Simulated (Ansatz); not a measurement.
Set up this calculation in Ansatz 0.2.0, as the native input.

```yaml
Task: relaxation of cell and atoms
Functional: PBEsol
Dispersion: D4
Potentials_or_basis: Ansatz PAW
Cutoff: "420 eV (not typed: the program's choice for these potentials)"
k_mesh: 10 × 10 × 10
Occupations: fermi-dirac, width 0.05 eV
Spin: no spin polarisation
```

The system is Sn.

```
Sn
1.0
    -2.02919    2.02919    1.66076
     2.02919   -2.02919    1.66076
     2.02919    2.02919   -1.66076
Sn
1
Cartesian
  0.0000 0.0000 0.0000
```

This isn't the form of Sn at room conditions, which is tetragonal (white tin).

The input as run:

input.yaml

```yaml
crystal:
  lattice:
    - [-2.029189411, 2.029189411, 1.6607599896]
    - [2.029189411, -2.029189411, 1.6607599896]
    - [2.029189411, 2.029189411, -1.6607599896]
  atoms:
    - { symbol: Sn, position: [0.0, 0.0, 0.0] }
hamiltonian:
  xc: pbesol
  pseudopotentials: { kind: paw }
  dispersion: d4
kpoints:
  mp_grid: { grid: [10, 10, 10] }
scf:
  occupations: { method: fermi_dirac, width: 0.05 }
output:
  forces: true
  stress: true
  eigenvalues: true
  write_density: true
  write_potential: true
  elf: true
  volumetric_format: npy
relax:
  f_tol: 0.01
  max_steps: 40
  cell: { stress_tol: 0.05 }
```

Potentials or basis: Ansatz PAW.

Command:

```bash
$ ansatz run input.yaml --threads 2 --pin off --max-ram 5632MiB --backend cpu --events-out ev --progress --plain --runs-dir out
```

Results of the run:

```
Relaxed volume                         : 25.54 Å³/atom
Relaxed cell                           : a = 3.235 Å, b = 3.235 Å, c = 3.235 Å, α = 105.00°, β = 105.00°, γ = 118.85°
Space group after relaxing (to 0.05 Å) : I4/mmm (No. 139)
Energy gained by relaxing              : 21.6 meV/atom
Ionic steps                            : 5
Pressure after relaxing                : 0.0 GPa
Band gap on the k mesh                 : none (metal or under the smearing width)
```

Caveat: the plane-wave basis is chosen anew once the cell has moved, so the energies of steps on either side of that aren't comparable; pairwise dispersion overbinds metals, which lowers pressure and volume; the PAW data sets come from PBE, with cores solved anew for the run's functional, which leaves a small shift of forces and pressure.

Run time: 6 s on 2 threads of Arm Neoverse V1 (shared host), peak memory 0.32 GiB.
